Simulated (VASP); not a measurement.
Here is a VASP 6.6.1 calculation.

File POSCAR:

```
MgF2                                    
1.0
    4.6240511486      0.0000000000      0.0000000000
    0.0000000000      4.6240511486      0.0000000000
    0.0000000000      0.0000000000      3.0527962139
  Mg              F             
     2     4
Direct
     1.0000000000000000    0.0000000000000000    1.0000000000000000
     0.5000000000000000    0.5000000000000000    0.5000000000000000
     0.3031611946592399    0.3031611946592399    0.0000000000000000
     0.1968388053407601    0.8031611946592399    0.5000000000000000
     0.6968388053407601    0.6968388053407601    1.0000000000000000
     0.8031611946592399    0.1968388053407601    0.5000000000000000
```

Contents of INCAR.step1:

```
PREC = Accurate ; ENCUT = 520
EDIFF = 1E-5 ; ISMEAR = 0
SIGMA = 0.03 ; LREAL = False
LASPH = True ; NELM = 80
ALGO = Normal ; ISIF = 2
LWAVE = True ; LCHARG = False
KPAR = 2 ; GGA = PE
```

File INCAR.step2:

```
PREC = Accurate ; ENCUT = 520
EDIFF = 1E-6 ; ISMEAR = 0
SIGMA = 0.03 ; LREAL = False
LASPH = True ; NELM = 80
ALGO = Normal ; ISIF = 2
LWAVE = False ; LCHARG = False
METAGGA = MBJ ; KPAR = 2
ISTART = 1
```

File KPOINTS:

```
regular mesh
0
Gamma
  6 6 10
```

KPOINTS_OPT

```
explicit points
168
Reciprocal
 0.0000000000  0.0000000000  0.0000000000 1
 0.0000000000  0.0555555556  0.0000000000 1
 0.0000000000  0.1111111111  0.0000000000 1
 0.0000000000  0.1666666667  0.0000000000 1
 0.0000000000  0.2222222222  0.0000000000 1
 0.0000000000  0.2777777778  0.0000000000 1
[... 160 lines left out ...]
 0.0000000000  0.0000000000  0.5170009300 1
 0.0000000000  0.0000000000  0.4829990700 1
```

Potentials or basis: VASP PAW PBE potentials, release 64 (Mg, F).

The run is started by

```bash
$ cat potpaw_PBE.64/Mg/POTCAR potpaw_PBE.64/F/POTCAR > POTCAR
$ cp INCAR.step1 INCAR
$ mpirun -np 2 vasp_std > vasp.out
$ cp INCAR.step2 INCAR
$ mpirun -np 2 vasp_std > vasp.out
```

**Question.** Estimate the band gap along the path.

**Answer.** 10.85 eV, direct.

**Question.** What does it give for the band gap on the k mesh?

**Answer.** 10.85 eV, direct.

Levels at the corners of the path, in eV from the valence-band top:
```csv
point,band 12,band 13,band 14,band 15,band 16,band 17,band 18,band 19,band 20
Γ,-1.09,-0.69,-0.30,-0.30,0.00,10.85,16.17,16.17,17.86
X,-1.14,-0.89,-0.89,-0.31,-0.31,13.14,13.14,17.53,17.53
X,-1.14,-0.89,-0.89,-0.31,-0.31,13.14,13.14,17.53,17.53
M,-1.12,-0.77,-0.77,-0.61,-0.61,14.71,14.71,15.20,15.20
M,-1.12,-0.77,-0.77,-0.61,-0.61,14.71,14.71,15.20,15.20
Γ,-1.09,-0.69,-0.30,-0.30,0.00,10.85,16.17,16.17,17.86
Γ,-1.09,-0.69,-0.30,-0.30,0.00,10.85,16.17,16.17,17.86
Z,-1.25,-0.83,-0.83,-0.68,-0.68,15.54,15.54,18.96,18.96
Z,-1.25,-0.83,-0.83,-0.68,-0.68,15.54,15.54,18.96,18.96
R,-1.15,-0.61,-0.61,-0.53,-0.53,16.53,16.53,17.25,17.25
R,-1.15,-0.61,-0.61,-0.53,-0.53,16.53,16.53,17.25,17.25
A,-1.22,-0.50,-0.50,-0.40,-0.40,16.74,16.74,17.51,17.51
A,-1.22,-0.50,-0.50,-0.40,-0.40,16.74,16.74,17.51,17.51
Z,-1.25,-0.83,-0.83,-0.68,-0.68,15.54,15.54,18.96,18.96
X,-1.14,-0.89,-0.89,-0.31,-0.31,13.14,13.14,17.53,17.53
R,-1.15,-0.61,-0.61,-0.53,-0.53,16.53,16.53,17.25,17.25
M,-1.12,-0.77,-0.77,-0.61,-0.61,14.71,14.71,15.20,15.20
A,-1.22,-0.50,-0.50,-0.40,-0.40,16.74,16.74,17.51,17.51
```
